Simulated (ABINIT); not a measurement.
# GaN (P6_3mc) in ABINIT: settings compared, part 2 of 2

ABINIT 10.8.3 (patched build). The steps go on from the part before.

## Step 3: Band structure, AM05

run.abi

```
ndtset 2

pp_dirpath "./"
pseudos "Ga.GGA_PBE-JTH.xml, N.GGA_PBE-JTH.xml"

acell 3*1.0
rprim
     6.0093290763     0.0000000000     0.0000000000
    -3.0046645382     5.2042316397     0.0000000000
     0.0000000000     0.0000000000     9.7623251598
ntypat 2
znucl 31 7
natom 4
typat 1 1 2 2
xred
     0.6666666667     0.3333333333     0.5000000000
     0.3333333333     0.6666666667     0.0000000000
     0.6666666667     0.3333333333     0.8750000000
     0.3333333333     0.6666666667     0.3750000000

ecut 31.0
pawecutdg 53.0
pawxcdev 0

ixc -120135

occopt 3
tsmear 0.05 eV

nstep 100

iomode 3
prtwf 0
prteig 0
prtebands 0
enunit 1
prtden1 1

kptopt1 1
ngkpt1 10 10 5
nshiftk1 1
shiftk1 0.0 0.0 0.0
nband1 22
tolvrs1 1.0e-9

iscf2 -2
getden2 1
nband2 28
nbdbuf2 4
tolwfr2 1.0e-11
kptopt2 -7
ndivsm2 6
prteig2 1
prtvol2 -3
kptbounds2
     0.0000000000     0.0000000000     0.0000000000
     0.5000000000     0.0000000000     0.0000000000
     0.3333333333     0.3333333333     0.0000000000
     0.0000000000     0.0000000000     0.0000000000
     0.0000000000     0.0000000000     0.5000000000
     0.5000000000     0.0000000000     0.5000000000
     0.3333333333     0.3333333333     0.5000000000
     0.0000000000     0.0000000000     0.5000000000
```

Potentials or basis: JTH PAW PBE v2.0.

On the command line:

```bash
$ abinit run.abi > log 2>&1
```

run.abo:

```text
.Version 10.8.3 of ABINIT
 DATASET    1 : space group P6_3 m c (#186); Bravais hP (primitive hexag.)
================================================================================
 Values of the parameters that define the memory need for DATASET  1.
     intxc =       0    ionmov =       0      iscf =      17    lmnmax =      18
     lnmax =       6     mgfft =      50  mpssoang =       3    mqgrid =    3200
     natom =       4  nloc_mem =       2    nspden =       1   nspinor =       1
    nsppol =       1      nsym =      12    n1xccc =       1    ntypat =       2
    occopt =       3   xclevel =       2
       mpw =        2541          nfft =       51200          nkpt =          42
 PAW method is used; the additional fine FFT grid is defined by:
   mgfftf=        64    nfftf =    102400
================================================================================
================================================================================

 DATASET    2 : space group P6_3 m c (#186); Bravais hP (primitive hexag.)
================================================================================
 Values of the parameters that define the memory need for DATASET  2.
     intxc =       0    ionmov =       0      iscf =      -2    lmnmax =      18
     lnmax =       6     mgfft =      50  mpssoang =       3    mqgrid =    3200
     natom =       4  nloc_mem =       2    nspden =       1   nspinor =       1
    nsppol =       1      nsym =      12    n1xccc =       1    ntypat =       2
    occopt =       3   xclevel =       2
       mpw =        2545          nfft =       51200          nkpt =          67
 PAW method is used; the additional fine FFT grid is defined by:
   mgfftf=        64    nfftf =    102400
================================================================================
================================================================================

--------------------------------------------------------------------------------
------------- Echo of variables that govern the present computation ------------
--------------------------------------------------------------------------------
 -outvars: echo values of preprocessed input variables --------
            acell      1.0000000000E+00  1.0000000000E+00  1.0000000000E+00 Bohr
              amu      6.97230000E+01  1.40067400E+01
             ecut      3.10000000E+01 Hartree
           enunit           1
           getden1          0
           getden2          1
             iscf1         17
             iscf2         -2
              ixc     -120135
           jdtset        1    2
           kptopt1          1
           kptopt2         -7
         kptrlatt       10    0    0      0   10    0      0    0    5
          kptrlen1     4.88116258E+01
          kptrlen2     3.00000000E+01
            natom           4
            nband1         22
            nband2         28
           nbdbuf1          0
           nbdbuf2          4
           ndtset           2
           ndivsm1          0
           ndivsm2          6
            ngfft          32      32      50
          ngfftdg          40      40      64
             nkpt1         42
             nkpt2         67
            nstep         100
             nsym          12
           ntypat           2
           occopt           3
[... 957 lines left out ...]
iteration_state: {dtset: 2, }
comment   : Summary of ground state results
lattice_vectors:
- [  6.0093291,   0.0000000,   0.0000000, ]
- [ -3.0046645,   5.2042316,   0.0000000, ]
- [  0.0000000,   0.0000000,   9.7623252, ]
lattice_lengths: [   6.00933,    6.00933,    9.76233, ]
lattice_angles: [ 90.000,  90.000, 120.000, ] # degrees, (23, 13, 12)
lattice_volume:   3.0530638E+02
convergence: {deltae:  0.000E+00, res2:  0.000E+00, residm:  1.000E-11, diffor:  0.000E+00, }
etotal    :  -1.78134632E+02
entropy   :   0.00000000E+00
fermie    :   2.52164024E-01
cartesian_stress_tensor: null
pressure_GPa: null
xred      :
- [  6.6667E-01,   3.3333E-01,   5.0000E-01, Ga]
- [  3.3333E-01,   6.6667E-01,   0.0000E+00, Ga]
- [  6.6667E-01,   3.3333E-01,   8.7500E-01,  N]
- [  3.3333E-01,   6.6667E-01,   3.7500E-01,  N]
cartesian_forces: null
force_length_stats: {min: null, max: null, mean: null, }
...

 Integrated electronic density in atomic spheres:
 ------------------------------------------------
 Atom  Sphere_radius  Integrated_density
    1        2.10359         11.19863111
    2        2.10359         11.19863111
    3        1.20497          2.53952293
    4        1.20497          2.53952293

================================================================================

 ----iterations are completed or convergence reached----

 Mean square residual over all n,k,spin=   52.529E-13; max=  99.999E-13
 reduced coordinates (array xred) for    4 atoms
       0.666666666667      0.333333333333      0.500000000000
       0.333333333333      0.666666666667      0.000000000000
       0.666666666667      0.333333333333      0.875000000000
       0.333333333333      0.666666666667      0.375000000000

 cartesian coordinates (angstrom) at end:
    1      1.58999999890987     0.91798692737376     2.58299999824324
    2     -0.00000000001764     1.83597385474752     0.00000000000000
    3      1.58999999890987     0.91798692737376     4.52024999692566
    4     -0.00000000001764     1.83597385474752     1.93724999868243
 length scales=  1.000000000000  1.000000000000  1.000000000000 bohr
              =  0.529177210544  0.529177210544  0.529177210544 angstroms
 Eigenvalues (   eV  ) for nkpt=  67  k points:
 kpt#   1, nband= 28, wtk=  1.00000, kpt=  0.0000  0.0000  0.0000 (reduced coord)
 -10.20918   -9.24558   -7.64025   -7.61879   -7.61879   -7.55490   -7.55490   -7.36429
  -7.36429   -7.25938   -7.25938   -5.97108   -1.37941    4.75119    4.75119    5.76666
   5.82731    5.82731    7.82281   10.09166   15.03703   15.65696   15.65696   16.57667
  17.50474   17.50474   20.33331   21.38385
 kpt#   2, nband= 28, wtk=  1.00000, kpt=  0.0455  0.0000  0.0000 (reduced coord)
 -10.18788   -9.24011   -7.63798   -7.61565   -7.61267   -7.55278   -7.55065   -7.36611
  -7.36462   -7.26330   -7.25887   -5.95596   -1.34936    4.58646    4.70527    5.60689
   5.74833    5.80900    8.02486   10.23361   14.98994   15.47589   15.71390   16.61747
  17.38155   17.55328   20.09969   21.23029
 kpt#   3, nband= 28, wtk=  1.00000, kpt=  0.0909  0.0000  0.0000 (reduced coord)
 -10.12564   -9.22464   -7.63005   -7.60676   -7.59492   -7.54564   -7.53823   -7.37143
  -7.36516   -7.27400   -7.25744   -5.91154   -1.26005    4.14111    4.57578    5.11663
   5.68285    5.75374    8.47059   10.60233   14.77351   15.12130   15.87221   16.67467
  17.12530   17.68761   19.54932   20.94490
 kpt#   4, nband= 28, wtk=  1.00000, kpt=  0.1364  0.0000  0.0000 (reduced coord)
 -10.02750   -9.20181   -7.61665   -7.59373   -7.56566   -7.52974   -7.51859   -7.37975
[... 304 lines left out ...]
  -9.56643   -9.56643   -7.58995   -7.58995   -7.58333   -7.58333   -7.36265   -7.36265
  -7.30225   -7.30225   -7.19196   -7.19196    1.92531    1.92531    4.85314    4.85314
   5.14180    5.14180   10.48782   10.48782   13.97935   13.97935   16.07536   16.07536
  16.39482   16.39482   22.19955   22.19956
 kpt#  66, nband= 28, wtk=  1.00000, kpt=  0.0256  0.0256  0.5000 (reduced coord)
  -9.60456   -9.60456   -7.59582   -7.59582   -7.59404   -7.59404   -7.33413   -7.33413
  -7.30194   -7.30194   -7.25072   -7.25072    1.93967    1.93967    5.15784    5.15784
   5.24224    5.24224   10.21731   10.21731   14.20735   14.20735   16.14748   16.14748
  16.23073   16.23073   22.15064   22.15064
 kpt#  67, nband= 28, wtk=  1.00000, kpt=  0.0000  0.0000  0.5000 (reduced coord)
  -9.61780   -9.61780   -7.59774   -7.59774   -7.59774   -7.59774   -7.30179   -7.30179
  -7.30179   -7.30179   -7.29275   -7.29275    1.94199    1.94199    5.27533    5.27533
   5.27533    5.27533   10.11237   10.11237   14.29414   14.29414   16.17478   16.17478
  16.17478   16.17478   22.08676   22.08676

== END DATASET(S) ==============================================================
================================================================================

 -outvars: echo values of variables after computation  --------
            acell      1.0000000000E+00  1.0000000000E+00  1.0000000000E+00 Bohr
           etotal1    -1.7813463156E+02
            fcart1     8.9615502462E-29 -1.5521860341E-28 -2.6529532143E-03
                      -2.6884650739E-28 -3.6217674130E-28 -2.6529532143E-03
                       8.9615502462E-29 -1.5521860341E-28  2.6529532143E-03
                       8.9615502462E-29  6.7261394812E-28  2.6529532143E-03
            rprim      6.0093290763E+00  0.0000000000E+00  0.0000000000E+00
                      -3.0046645382E+00  5.2042316397E+00  0.0000000000E+00
                       0.0000000000E+00  0.0000000000E+00  9.7623251598E+00
           strten1    -3.9431892308E-05 -3.9431891704E-05 -1.0778295029E-04
                       0.0000000000E+00  0.0000000000E+00  1.9784874741E-13
           xangst      1.5899999989E+00  9.1798692737E-01  2.5829999982E+00
                      -1.7639790514E-11  1.8359738547E+00  0.0000000000E+00
                       1.5899999989E+00  9.1798692737E-01  4.5202499969E+00
                      -1.7639790514E-11  1.8359738547E+00  1.9372499987E+00
             xred      6.6666666667E-01  3.3333333333E-01  5.0000000000E-01
                       3.3333333333E-01  6.6666666667E-01  0.0000000000E+00
                       6.6666666667E-01  3.3333333333E-01  8.7500000000E-01
                       3.3333333333E-01  6.6666666667E-01  3.7500000000E-01
 Calculation completed.
```

It took 2.9 min on 1 thread of Arm Neoverse V1, shared host; peak memory 0.18 GiB.

Results:

* Free energy: -4847.2903 eV
* Pressure: 1.8 GPa
* Largest force: 0.136 eV/Å
* Band gap on the k mesh: 2.00 eV, direct
* Band gap along the path: 2.00 eV, direct
* Valence electrons inside the program's atomic spheres: Ga 11.20; N 2.54

Forces in eV/Å, atoms in the order of the input:
```
Ga   0.000  0.000 -0.136
Ga   0.000  0.000 -0.136
N    0.000  0.000  0.136
N    0.000  0.000  0.136
```

Levels at the corners of the path, in eV from the valence-band top:
```csv
point,band 16,band 17,band 18,band 19,band 20,band 21
Γ,-0.06,0.00,0.00,2.00,4.26,9.21
M,-2.81,-2.30,-1.00,4.99,5.57,6.01
K,-3.08,-3.08,-2.75,5.03,7.84,7.84
Γ,-0.06,0.00,0.00,2.00,4.26,9.21
A,-0.55,-0.55,-0.55,4.29,4.29,8.47
L,-1.98,-1.95,-1.95,4.37,4.37,7.76
H,-4.27,-1.52,-1.52,6.43,6.43,7.26
A,-0.55,-0.55,-0.55,4.29,4.29,8.47
```

Caveat: the PAW data sets were made with another functional, which shifts forces and pressure a little.

## Step 4: Against experiment

Step 2. A measured gap of GaN is 3.503 eV (direct; quoted in “Studying electronic properties in GaN without electrical contacts using γ-γ vs e−-γ Perturbed Angular Correlations”, 2019, pmc:6823545); the calculated 2.08 eV misses it by -1.42 eV. Spin-orbit coupling on Ga is left out. The value is that of BLYP, without temperature or zero-point motion. Semilocal functionals fall short of measured gaps as a rule.

Step 3. Against the measured gap of GaN, 3.503 eV (direct; quoted in “Studying electronic properties in GaN without electrical contacts using γ-γ vs e−-γ Perturbed Angular Correlations”, 2019, pmc:6823545), the calculated 2.00 eV is off by -1.51 eV. Spin-orbit coupling on Ga is left out. The value is that of AM05, without temperature or zero-point motion. Semilocal functionals fall short of measured gaps as a rule.
